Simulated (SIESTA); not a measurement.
# SiO2 (Imma) in SIESTA: further runs, part 2 of 2

SIESTA 5.4.2.

## (8) Single point, LDA, 18.92 Å³/atom

Contents of SiO2.fdf:

```
SystemName                      SiO2
SystemLabel                     SiO2
NumberOfSpecies                 2
NumberOfAtoms                   12
%block ChemicalSpeciesLabel
  1  14 Si
  2   8 O
%endblock ChemicalSpeciesLabel

LatticeConstant                 1.0 Ang
%block LatticeVectors
    -2.6407100555     4.8083885561     4.4710906467
     2.6407100555    -4.8083885561     4.4710906467
     2.6407100555     4.8083885561    -4.4710906467
%endblock LatticeVectors
AtomicCoordinatesFormat         Fractional
%block AtomicCoordinatesAndAtomicSpecies
     0.2603409800     0.8449448900     0.4153960900  1  Si
     0.0704512000     0.1550551100     0.9153960900  1  Si
     0.7396590200     0.1550551100     0.5846039100  1  Si
     0.9295488000     0.8449448900     0.0846039100  1  Si
     0.5000000000     0.0000000000     0.5000000000  2  O
     0.0000000000     0.0000000000     0.0000000000  2  O
     0.7931754100     0.0000000000     0.2931754100  2  O
     0.2068245900     0.5000000000     0.2068245900  2  O
     0.2068245900     0.0000000000     0.7068245900  2  O
     0.7931754100     0.5000000000     0.7931754100  2  O
     0.8693111300     0.1193111300     0.7500000000  2  O
     0.1306888700     0.8806888700     0.2500000000  2  O
%endblock AtomicCoordinatesAndAtomicSpecies

%block kgrid.MonkhorstPack
    4   0   0  0.0
    0   4   0  0.0
    0   0   4  0.0
%endblock kgrid.MonkhorstPack
XC.Functional                   LDA
XC.Authors                      PW92
PAO.BasisSize                   DZP
PAO.EnergyShift                 0.003 Ry
Mesh.Cutoff                     800 Ry
OccupationFunction              FD
ElectronicTemperature           0.05 eV
MaxSCFIterations                120
SCF.MustConverge                false
SCF.Mixer.Method                Pulay
SCF.Mixer.Weight                0.25
SCF.Mixer.History               8
SCF.DM.Tolerance                5.0e-05
SCF.H.Tolerance                 1.0e-03 eV
WriteForces                     true
Charge.Mulliken                 end
```

The run is started by

```
$ siesta < SiO2.fdf > SiO2.out 2>&1
```

Wall time 2.5 min (1 thread of Intel Xeon 6975P-C (Granite Rapids), shared host); peak memory 1.4 GiB.

The run converged. Its results:

```
Free energy            : -4069.0925 eV
Pressure               : -1.8 GPa
Largest force          : 0.334 eV/Å
Band gap on the k mesh : 6.39 eV, direct
```

Caveat: the basis of atomic orbitals isn't converged, which shifts pressures, moduli and gaps.

## (9) Single point, LDA, 19.30 Å³/atom

SiO2.fdf: that of step 8 with these lines changed.

```diff
@@ -11,5 +11,5 @@
 %block LatticeVectors
-    -2.6407100555     4.8083885561     4.4710906467
-     2.6407100555    -4.8083885561     4.4710906467
-     2.6407100555     4.8083885561    -4.4710906467
+    -2.6578580038     4.8396127333     4.5001245163
+     2.6578580038    -4.8396127333     4.5001245163
+     2.6578580038     4.8396127333    -4.5001245163
 %endblock LatticeVectors
```

Potentials or basis: PseudoDojo 0.4 standard (LDA files), DZP (energy shift 0.003 Ry).

The run is started by

```
$ siesta SiO2.fdf > SiO2.out 2>&1
```

Run time: 2.4 min. Hardware: 1 thread of Intel Xeon 6975P-C (Granite Rapids), shared host; peak memory 1.4 GiB.

The run converged. Its results:

* Free energy: -4069.0092 eV
* Pressure: -4.1 GPa
* Largest force: 0.357 eV/Å
* Band gap on the k mesh: 6.14 eV, direct

Caveat: the basis of atomic orbitals isn't converged, which shifts pressures, moduli and gaps.

## (10) Single point, LDA, 19.67 Å³/atom

SiO2.fdf: that of step 9 with these lines changed.

```diff
@@ -11,5 +11,5 @@
 %block LatticeVectors
-    -2.6578580038     4.8396127333     4.5001245163
-     2.6578580038    -4.8396127333     4.5001245163
-     2.6578580038     4.8396127333    -4.5001245163
+    -2.6747874921     4.8704391232     4.5287885026
+     2.6747874921    -4.8704391232     4.5287885026
+     2.6747874921     4.8704391232    -4.5287885026
 %endblock LatticeVectors
```

The run is started by

```
$ siesta < SiO2.fdf > SiO2.out 2>&1
```

Wall time 2.4 min (1 thread of Intel Xeon 6975P-C (Granite Rapids), shared host); peak memory 1.4 GiB.

It converged, with:

- Free energy: -4068.8656 eV
- Pressure: -6.2 GPa
- Largest force: 0.381 eV/Å
- Band gap on the k mesh: 5.89 eV, direct

Caveat: the basis of atomic orbitals isn't converged, which shifts pressures, moduli and gaps.

## (11) Equation of state, LDA

This step only gathers the single runs of the series.

What came out:

```yaml
Equilibrium_volume: 18.65 Å³/atom
Bulk_modulus_at_fixed_shape_and_positions: 129 GPa
Pressure_derivative_of_the_bulk_modulus: 3.9
```

Energy against volume, from the lowest point:
```
volume (Å³/atom)  energy (meV/atom)
          17.440              35.12
          17.811              16.19
          18.182               4.72
          18.553               0.00
          18.924               1.39
          19.295               8.33
          19.666              20.30
```

Caveat: the cell was scaled at fixed shape and fractional positions, which overstates the stiffness of a crystal with free parameters, most of all of layers and chains; the basis of atomic orbitals isn't converged, which shifts pressures, moduli and gaps.

## (12) The reference run

An earlier run on the cell as given: functional PBE; potentials or basis PseudoDojo 0.4 standard (PBE files); basis DZP (energy shift 0.003 Ry); grid cutoff 800 Ry; energy shift 0.003 Ry; k mesh 6 × 6 × 6; occupations fermi-dirac, width 0.05 eV; no spin polarisation.

- Pressure: 6.0 GPa
- Largest force: 0.640 eV/Å
- Band gap on the k mesh: 6.69 eV, direct
- Hirshfeld charges: Si +0.50; O -0.24, -0.25 e
- Voronoi charges: Si +0.53; O -0.26, -0.27 e

## (13) The runs side by side

| task | level | potentials or basis | k mesh | gap on the mesh (eV) | pressure (GPa) | largest force (eV/Å) |
| --- | --- | --- | --- | --- | --- | --- |
| band structure | LDA | PseudoDojo 0.4 standard (LDA files), DZP (energy shift 0.003 Ry) | 6 × 6 × 6 | 6.63 | 0.7 | 0.31 |
| band structure | PBEsol | PseudoDojo 0.4 standard (PBEsol files), DZP (energy shift 0.003 Ry) | 6 × 6 × 6 | 6.64 | 4.1 | 0.53 |
| equation of state | LDA | PseudoDojo 0.4 standard (LDA files), DZP (energy shift 0.003 Ry) | 4 × 4 × 4 | - | - | - |
| single point | PBE | PseudoDojo 0.4 standard (PBE files), DZP (energy shift 0.003 Ry) | 6 × 6 × 6 | 6.69 | 6.0 | 0.64 |

Alike in all rows: no spin polarisation; cell as given; smearing fermi-dirac 0.05 eV; grid cutoff 800 Ry; energy shift 0.003 Ry.

Caveats: the basis of atomic orbitals isn't converged, which shifts pressures, moduli and gaps; the cell was scaled at fixed shape and fractional positions, which overstates the stiffness of a crystal with free parameters, most of all of layers and chains (some runs).

Absolute energies hang on the potentials; compare differences alone.
